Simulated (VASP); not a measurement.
A run of VASP 6.6.1 is set up as follows.

INCAR

```
PREC = Accurate
ENCUT = 600
EDIFF = 1E-7
ISMEAR = -1
SIGMA = 0.03
LREAL = False
LASPH = True
NELM = 100
ALGO = Normal
ISIF = 3
LWAVE = False
LCHARG = False
GGA = PS
IBRION = 2
NSW = 100
EDIFFG = -0.01
```

File KPOINTS:

```
Automatic mesh
0
Gamma
  8 8 8
```

The input POSCAR:

```
LiH3O2
1.0
   -1.9143176600      2.0844640200      2.7679233200
    1.9143176600     -2.0844640200      2.7679233200
    1.9143176600      2.0844640200     -2.7679233200
Li H O
1 3 2
Direct
    0.0024570000      0.0024570000      0.0000000000
    0.6201205000      0.3688340000      0.7487135000
    0.6201205000      0.8714070000      0.2512865000
    0.2578060000      0.7578060000      0.5000000000
    0.6227860000      0.3747480000      0.2480380000
    0.1267100000      0.3747480000      0.7519620000
```

Potentials or basis: VASP PAW PBE potentials, release 64 (Li_sv, H, O).

Command:

```bash
$ cat potpaw_PBE.64/Li_sv/POTCAR potpaw_PBE.64/H/POTCAR potpaw_PBE.64/O/POTCAR > POTCAR
$ mpirun -np 1 vasp_std > vasp.out
```

(1) Predict the band gap on the k mesh.

(2) Estimate the space group after relaxing (to 0.05 Å).

Results:

(1) 3.77 eV, indirect (least direct gap 3.94 eV).

(2) Imm2 (No. 44).
